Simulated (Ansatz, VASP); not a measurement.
# Co12N (Co(0001)) in two plane-wave programs, part 2 of 2

Aim: how closely do two programs agree when they are given the same cell, functional and k mesh?  Valence electrons are named where the data sets of a main pair hold unlike numbers.

VASP 6.6.1 and Ansatz 0.2.0.

So far: The starting structure; Ansatz: single point, RPBE.

## 3. VASP: single point, RPBE

Level of this step: RPBE, spin-polarised from a ferromagnetic start; plane waves and PAW (Co, N) (VASP).

The same cell, functional, mesh and smearing now go to VASP, with its own data sets.

Lines of VASP's logs that name or quote its potential files are left out, and so is its time.

Contents of INCAR:

```
SYSTEM = Co12N
PREC = Normal
ENCUT = 440
EDIFF = 1E-06
NELM = 120
ISMEAR = 1
SIGMA = 0.15
LREAL = Auto
ALGO = Fast
GGA = RP
NBANDS = 90
ISPIN = 2
MAGMOM = 2 2 2 2 2 2 2 2 2 2 2 2 0
LASPH = .TRUE.
LMAXMIX = 4
LORBIT = 11
LWAVE = .FALSE.
LCHARG = .FALSE.
KPAR = 4
IDIPOL = 3
LDIPOL = .TRUE.
DIPOL = 0.5 0.5 0.51
LVHAR = .TRUE.
LVACPOTAV = .TRUE.
NEDOS = 1500
```

Contents of POSCAR:

```
Co12N
1.0
    5.0237193640      0.0000000000      0.0000000000
    2.5118596820      4.3506685907      0.0000000000
    0.0000000000      0.0000000000     19.0686182875
Co N
12 1
Selective dynamics
Direct
    0.0000000000      0.0000000000      0.3933163800  F F F
    0.5000000000      0.0000000000      0.3933163800  F F F
    0.0000000000      0.5000000000      0.3933163800  F F F
    0.5000000000      0.5000000000      0.3933163800  F F F
    0.8340838772      0.3327302499      0.4970049776  T T T
    0.3331858630      0.3327302499      0.4970049776  T T T
    0.8339837362      0.8320325176      0.4969659273  T T T
    0.3339196000      0.8321607900      0.4950697232  T T T
    0.9919909505      0.0034102662      0.6043815251  T T T
    0.5045987834      0.0034102662      0.6043815251  T T T
    0.0002203500      0.4995592999      0.5981134447  T T T
    0.5046894235      0.4906211529      0.6045130927  T T T
    0.3335610864      0.8328778274      0.6547169293  T T T
```

Contents of KPOINTS:

```
Automatic mesh
0
Gamma
6 6 1
0 0 0
```

The projector-augmented-wave data sets are Co and N (PBE family, release 64).

Run with:

```
> mpirun -np 4 vasp_std
```

Numbers of over 12 decimals in the logs are rounded to 6 here.

Log:

```text
[banner, memory and clock lines left out]
running    4 mpi-ranks, on    1 nodes
 distrk:  each k-point on    1 cores,    4 groups
 distr:  one band on    1 cores,    1 groups

 POSCAR found type information on POSCAR CoN
 POSCAR found :  2 types and      13 ions
|                                                                             |
|               ----> ADVICE to this user running VASP <----                  |
|                                                                             |
|     You enforced a specific xc type in the INCAR file but a different       |
|     [... a line on the potential file left out ...]
|     I HOPE YOU KNOW WHAT YOU ARE DOING!                                     |
|                                                                             |

 LDA part: xc-table for (Slater+PW92), standard interpolation
 POSCAR, INCAR and KPOINTS ok, starting setup
 FFT: planning ... GRIDC
 FFT: planning ... GRID_SOFT
 FFT: planning ... GRID
 WAVECAR not read
 entering main loop
       N       E                     dE             d eps       ncg     rms          rms(c)
DAV:   1     0.848924292694E+03    0.84892E+03   -0.42935E+04  4680   0.111E+03
DAV:   2    -0.348469252499E+01   -0.85241E+03   -0.78902E+03  4690   0.283E+02
DAV:   3    -0.895144824227E+02   -0.86030E+02   -0.77010E+02  5458   0.117E+02
DAV:   4    -0.946405694871E+02   -0.51261E+01   -0.50142E+01  5108   0.281E+01
DAV:   5    -0.947463740855E+02   -0.10580E+00   -0.10573E+00  5248   0.386E+00    0.390E+01
RMM:   6    -0.113886246091E+03   -0.19140E+02   -0.14271E+02  5213   0.676E+01    0.746E+01
RMM:   7    -0.103022300245E+03    0.10864E+02   -0.56726E+01  5220   0.407E+01    0.597E+01
RMM:   8    -0.112030111794E+03   -0.90078E+01   -0.20497E+01  5313   0.250E+01    0.783E+01
RMM:   9    -0.787676362973E+02    0.33262E+02   -0.98249E+00  5333   0.178E+01    0.268E+01
RMM:  10    -0.940568512705E+02   -0.15289E+02   -0.15680E+01  5448   0.190E+01    0.598E+01
RMM:  11    -0.795521007360E+02    0.14505E+02   -0.14698E+01  5294   0.209E+01    0.344E+01
RMM:  12    -0.731744647112E+02    0.63776E+01   -0.33296E+00  5018   0.102E+01    0.141E+01
RMM:  13    -0.743168360740E+02   -0.11424E+01   -0.11428E+00  5153   0.433E+00    0.688E+00
RMM:  14    -0.771072930640E+02   -0.27905E+01   -0.13916E+00  5431   0.496E+00    0.150E+01
[...]
RMM:  36    -0.812629763614E+02   -0.31559E-03   -0.26875E-05  5401   0.958E-03    0.996E-03
RMM:  37    -0.812630416023E+02   -0.65241E-04   -0.78178E-06  4790   0.605E-03    0.406E-03
RMM:  38    -0.812630804547E+02   -0.38852E-04   -0.32226E-06  4492   0.417E-03    0.293E-03
RMM:  39    -0.812630908084E+02   -0.10354E-04   -0.13536E-06  4121   0.302E-03    0.228E-03
RMM:  40    -0.812630957327E+02   -0.49243E-05   -0.40903E-07  3821   0.200E-03    0.189E-03
RMM:  41    -0.812630982208E+02   -0.24880E-05   -0.16415E-07  3679   0.149E-03    0.152E-03
RMM:  42    -0.812631006792E+02   -0.24584E-05   -0.13403E-07  3658   0.136E-03    0.806E-04
RMM:  43    -0.812631015532E+02   -0.87405E-06   -0.55092E-08  3349   0.988E-04
|                                                                             |
|           W    W    AA    RRRRR   N    N  II  N    N   GGGG   !!!           |
|           W    W   A  A   R    R  NN   N  II  NN   N  G    G  !!!           |
|           W    W  A    A  R    R  N N  N  II  N N  N  G       !!!           |
|           W WW W  AAAAAA  RRRRR   N  N N  II  N  N N  G  GGG   !            |
|           WW  WW  A    A  R   R   N   NN  II  N   NN  G    G                |
|           W    W  A    A  R    R  N    N  II  N    N   GGGG   !!!           |
|                                                                             |
|     Did not find any points to average over, which means that no vacuum     |
|     field-free region was found. Please increase the size of  your cell     |
|     in the dimension of the dipole correction to obtain accurate            |
|     workfunction values.                                                    |
|                                                                             |

   1 F= -.81263102E+02 E0= -.81266883E+02  d E =0.113452E-01  mag=    18.1698
```

Parts of OUTCAR (step 3):

```text
ion  position               nearest neighbor table
   1  0.000  0.000  0.393-   8 2.42   5 2.45   7 2.45   3 2.51   3 2.51   4 2.51   4 2.51   2 2.51
                             2 2.51
   2  0.500  0.000  0.393-   8 2.42   6 2.45   7 2.45   4 2.51   3 2.51   4 2.51   3 2.51   1 2.51
                             1 2.51
   3  0.000  0.500  0.393-   7 2.45   6 2.45   5 2.45   1 2.51   1 2.51   2 2.51   2 2.51   4 2.51
                             4 2.51
   4  0.500  0.500  0.393-   8 2.42   5 2.45   6 2.45   2 2.51   1 2.51   2 2.51   1 2.51   3 2.51
                             3 2.51
   5  0.834  0.333  0.497-  11 2.41   1 2.45   3 2.45   4 2.45   9 2.50  12 2.50   6 2.51   7 2.51
                             8 2.51   8 2.51   7 2.52   6 2.52
   6  0.333  0.333  0.497-  11 2.41   2 2.45   3 2.45   4 2.45  10 2.50  12 2.50   5 2.51   7 2.51
                             8 2.51   8 2.51   7 2.52   5 2.52
   7  0.834  0.832  0.497-  11 2.41   3 2.45   2 2.45   1 2.45  10 2.50   9 2.50   5 2.51   6 2.51
                             8 2.51   8 2.51   6 2.52   5 2.52
   8  0.334  0.832  0.495-   4 2.42   1 2.42   2 2.42   6 2.51   5 2.51   7 2.51   7 2.51   5 2.51
                             6 2.51   9 2.56  10 2.56  12 2.56
   9  0.992  0.003  0.604-  13 1.77  12 2.45  10 2.45   5 2.50   7 2.50  11 2.51  11 2.52   8 2.56
                            10 2.58  12 2.58
  10  0.505  0.003  0.604-  13 1.77  12 2.45   9 2.45   6 2.50   7 2.50  11 2.51  11 2.52   8 2.56
                             9 2.58  12 2.58
  11  0.000  0.500  0.598-   7 2.41   6 2.41   5 2.41  10 2.51   9 2.51  12 2.52  12 2.52   9 2.52
                            10 2.52
  12  0.505  0.491  0.605-  13 1.77  10 2.45   9 2.45   5 2.50   6 2.50  11 2.52  11 2.52   8 2.56
                             9 2.58  10 2.58
  13  0.334  0.833  0.655-  10 1.77   9 1.77  12 1.77

  LATTYP: Found a hexagonal cell.
 ALAT       =     5.0237193640
 C/A-ratio  =     3.7957172577

 Subroutine GETGRP returns: Found  2 space group operations
 (whereof  1 operations were pure point group operations)

The static configuration has the point symmetry C_1 .
 The point group associated with its full space group is C_1h.

 Found     13 irreducible k-points:

   k-points           NKPTS =     13   k-points in BZ     NKDIM =     13   number of bands    NBANDS=     90

   dimension x,y,z NGX =    28 NGY =   28 NGZ =   98
   dimension x,y,z NGXF=    56 NGYF=   56 NGZF=  196

   ENCUT  =  440.0 eV  32.34 Ry    5.69 a.u.   8.59  8.59 32.61*2*pi/ulx,y,z

   NELECT =     113.0000    total number of electrons

 k-points in reciprocal lattice and weights: Automatic mesh
   0.00000000  0.00000000  0.00000000       0.028
   0.16666667  0.00000000  0.00000000       0.111
   0.00000000  0.16666667  0.00000000       0.056
   0.33333333  0.00000000  0.00000000       0.111
   0.00000000  0.33333333  0.00000000       0.056
   0.50000000  0.00000000  0.00000000       0.056
   0.00000000  0.50000000  0.00000000       0.028
   0.33333333  0.16666667  0.00000000       0.056
   0.16666667  0.33333333  0.00000000       0.111
   0.50000000  0.16666667  0.00000000       0.111
   0.33333333  0.50000000  0.00000000       0.111
  -0.16666667  0.33333333  0.00000000       0.111
  -0.33333333  0.33333333  0.00000000       0.056

 dipolmoment           0.000000      0.000000      0.058319 electrons x Angstroem

 average (electrostatic) potential at core
       1 -88.5727       2 -88.5727       3 -88.6292       4 -88.5725       5 -88.7636
       6 -88.7636       7 -88.7641       8 -88.8382       9 -88.7354      10 -88.7354
      11 -88.6686      12 -88.7344      13 -69.7701

 E-fermi :   0.0664

 spin component 1
 k-point     1 :       0.0000    0.0000    0.0000
  band No.  band energies     occupation
    ...
     61      -0.4565      1.00000
     62      -0.4549      1.00001
     63      -0.4094      1.00003
     64      -0.3781      1.00011
     65      -0.3709      1.00015
     66       0.4481     -0.00095
     67       0.4525     -0.00083
     68       1.2427     -0.00000
     69       1.2460     -0.00000
     70       1.2518     -0.00000
    ...

 k-point     2 :       0.1667    0.0000    0.0000
  band No.  band energies     occupation
    ...
     61      -0.6485      1.00000
     62      -0.5752      1.00000
     63      -0.5164      1.00000
     64      -0.3111      1.00107
     65      -0.0473      0.97856
     66       0.2279     -0.03137
     67       0.3606     -0.00904
     68       0.5152     -0.00010
     69       1.2796     -0.00000
     70       1.3499     -0.00000
    ...

 k-point     3 :       0.0000    0.1667    0.0000
  band No.  band energies     occupation
    ...
     61      -0.6488      1.00000
     62      -0.5749      1.00000
     63      -0.5165      1.00000
     64      -0.3111      1.00107
     65      -0.0467      0.97730
     66       0.2282     -0.03147
     67       0.3601     -0.00913
     68       0.5168     -0.00009
     69       1.2775     -0.00000
     70       1.3490     -0.00000
    ...

 k-point     4 :       0.3333    0.0000    0.0000
  band No.  band energies     occupation
    ...
     61      -0.7970      1.00000
     62      -0.7070      1.00000
     63      -0.6721      1.00000
     64      -0.6600      1.00000
     65      -0.5294      1.00000
     66       0.2427     -0.03505
     67       0.5676     -0.00001
     68       0.8421     -0.00000
     69       1.4165     -0.00000
     70       1.4253     -0.00000
    ...

 k-point     5 :       0.0000    0.3333    0.0000
  band No.  band energies     occupation
    ...
     61      -0.7987      1.00000
     62      -0.7086      1.00000
     63      -0.6713      1.00000
     64      -0.6586      1.00000
     65      -0.5286      1.00000
     66       0.2422     -0.03499
     67       0.5681     -0.00001
     68       0.8418     -0.00000
     69       1.4174     -0.00000
     70       1.4245     -0.00000
    ...

 k-point     6 :       0.5000    0.0000    0.0000
  band No.  band energies     occupation
    ...
     61      -0.8088      1.00000
     62      -0.7353      1.00000
     63      -0.6703      1.00000
     64      -0.6677      1.00000
     65      -0.4912      1.00000
     66       0.1338      0.15906
     67       0.5888     -0.00000
     68       1.0171     -0.00000
     69       1.4939     -0.00000
     70       1.5389     -0.00000
    ...

  Total       -2.6051695     -2.5514929     -0.4003509      0.0000000      0.0412129      0.0000000
  in kB      -10.0148851     -9.8085397     -1.5390431      0.0000000      0.1584323      0.0000000
  external PRESSURE =      -7.1208226 kB  Pullay stress =       0.0000000 kB

  energy-cutoff  :      440.00
  volume of cell :      416.77
      direct lattice vectors                 reciprocal lattice vectors
     5.023719364  0.000000000  0.000000000     0.199055705 -0.114924865  0.000000000
     2.511859682  4.350668591  0.000000000     0.000000000  0.229849730  0.000000000
     0.000000000  0.000000000 19.068618288     0.000000000  0.000000000  0.052442185

 POSITION                                       TOTAL-FORCE (eV/Angst)
 -----------------------------------------------------------------------------------
      0.00000      0.00000      7.50000        -0.028888      0.013185     -0.015656
      2.51186      0.00000      7.50000         0.028888      0.013185     -0.015656
      1.25593      2.17533      7.50000        -0.000000     -0.002756      0.058984
      3.76779      2.17533      7.50000         0.000000     -0.041876     -0.015728
      5.02598      1.44760      9.47720        -0.003961      0.004152     -0.000305
      2.50960      1.44760      9.47720         0.003961      0.004152     -0.000305
      6.27965      3.61990      9.47645         0.000000     -0.000262      0.000341
      3.76779      3.62046      9.44030        -0.000000      0.009020      0.003312
      4.99205      0.01484     11.52472         0.002864     -0.000307      0.002308
      2.54353      0.01484     11.52472        -0.002864     -0.000307      0.002308
      1.25593      2.17342     11.40520         0.000000     -0.004340     -0.004061
      3.76779      2.13453     11.52723         0.000000      0.014466     -0.003505
      3.76779      3.62358     12.48455        -0.000000     -0.008312     -0.012038
 -----------------------------------------------------------------------------------
    total drift:                                0.000007     -0.018885      0.075931

  FREE ENERGIE OF THE ION-ELECTRON SYSTEM (eV)
  ---------------------------------------------------
  free  energy   TOTEN  =       -81.2631015532 eV

  energy  without entropy=      -81.2744467761  energy(sigma->0) =      -81.26688329

 vacuum level on the upper side and lower side of the slab         5.363         4.879

 total charge
# of ion       s       p       d       tot
------------------------------------------
    1        0.478   0.401   7.231   8.110
    2        0.478   0.401   7.231   8.110
    3        0.475   0.398   7.227   8.100
    4        0.478   0.401   7.231   8.110
    5        0.485   0.520   7.258   8.263
    6        0.485   0.520   7.258   8.263
    7        0.485   0.521   7.258   8.264
    8        0.474   0.504   7.238   8.216
    9        0.495   0.541   7.340   8.377
   10        0.495   0.541   7.340   8.377
   11        0.469   0.394   7.244   8.107
   12        0.495   0.540   7.339   8.375
   13        1.321   2.307   0.000   3.628
--------------------------------------------------
tot          7.115   7.990  87.197 102.302

 magnetization (x)
# of ion       s       p       d       tot
------------------------------------------
    1       -0.012  -0.050   1.801   1.739
    2       -0.012  -0.050   1.801   1.739
    3       -0.013  -0.047   1.811   1.751
    4       -0.012  -0.050   1.801   1.739
    5       -0.014  -0.052   1.746   1.679
    6       -0.014  -0.052   1.746   1.679
    7       -0.014  -0.052   1.745   1.679
    8       -0.016  -0.047   1.874   1.812
    9       -0.005  -0.029   0.985   0.950
   10       -0.005  -0.029   0.985   0.950
   11       -0.005  -0.019   1.832   1.808
   12       -0.005  -0.029   0.989   0.955
   13        0.002  -0.074   0.000  -0.072
--------------------------------------------------
tot         -0.126  -0.581  19.116  18.409

[... 6 further parts left out ...]
```

The magnetic state follows from one typed start and may not be the lowest. The PAW data sets were made with PBE, which is usual practice but a small mismatch for other functionals.

## 4. Comparison

Known differences besides the potentials themselves: the data sets hold 209 valence electrons in Ansatz (on its default PAW (the set named soft_2) files) and 113 in VASP; the cutoff is 420 eV in Ansatz and 440 eV in VASP (PREC = Normal, projectors in real space); Ansatz makes its cores anew for this functional, VASP keeps those of its PBE data sets; site moments are counted in spheres of each program's own size. Total energies have different zeros and are not compared.

Both answers:

```
                                   quantity  Ansatz   VASP  difference
                          total moment (μB)   18.21  18.17       +0.04
                         moment on Co8 (μB)    1.88   1.81       +0.06
                        moment on Co11 (μB)    1.84   1.81       +0.03
                         moment on Co3 (μB)    1.81   1.75       +0.06
                         moment on Co2 (μB)    1.80   1.74       +0.06
                         moment on Co4 (μB)    1.80   1.74       +0.06
                         moment on Co1 (μB)    1.80   1.74       +0.06
                         moment on Co6 (μB)    1.74   1.68       +0.06
                         moment on Co5 (μB)    1.74   1.68       +0.06
 work function, lower of the two faces (eV)    4.84   4.81       +0.03
work function, higher of the two faces (eV)    5.29   5.30       -0.01
```

At this near-relaxed geometry the largest component of a force difference is 70 meV/Å. VASP's log warns that it found no field-free region in the vacuum, so its work functions are uncertain. With vacuum in the cell, a pressure given here is an average over mostly empty space and none of the material.

## 5. Other set-ups

Further runs change the set-up of one program: Ansatz's method, potentials or start, or VASP's data sets, cutoff or form of LDA. The table gives Ansatz less VASP for each quantity, since a change that brings one quantity closer may part another.

```
                                        run  r.m.s. force difference (meV/Å)  total moment (μB)  work function, lower of the two faces (eV)  work function, higher of the two faces (eV)
                                   as above                               29              0.044                                       0.026                                       -0.011
                       cores kept as stored                               29              0.044                                       0.026                                       -0.011
   Ansatz's larger PAW set (cutoff 1000 eV)                               29              0.041                                       0.023                                       -0.011
norm-conserving potentials (cutoff 1306 eV)                               37               0.12                                      0.0095                                       -0.012
```

## 6. Outcome

* r.m.s. force difference (single point, RPBE): 29 meV/Å

The r.m.s. force difference is 29 meV/Å (single point, RPBE), beyond the 12 meV/Å picked in this series as the mark of a large difference. The data sets hold unlike numbers of valence electrons (209 in Ansatz and 113 in VASP), so part of the differences comes from the potentials. Single point, RPBE, norm-conserving potentials (cutoff 1306 eV): r.m.s. force difference goes from 29 to 37 meV/Å; the difference in total moment goes from 0.044 to 0.12 μB; the difference in work function, lower of the two faces goes from 0.026 to 0.0095 eV. How closely two codes agree says nothing of how well the functional describes the real material.

[Lines on the potential files, build, host, timing and source positions are cut from VASP's logs without a mark.]

[Logs are printed without paths, hosts, clocks, repeated set-up lines and the standing remarks that a program may print on its own settings, such as how far it seeks lower states.]

[Hosts, paths, dates, database ids (printed as entryN), source tags and the programs' standing remarks are cut or masked in the printed files.]
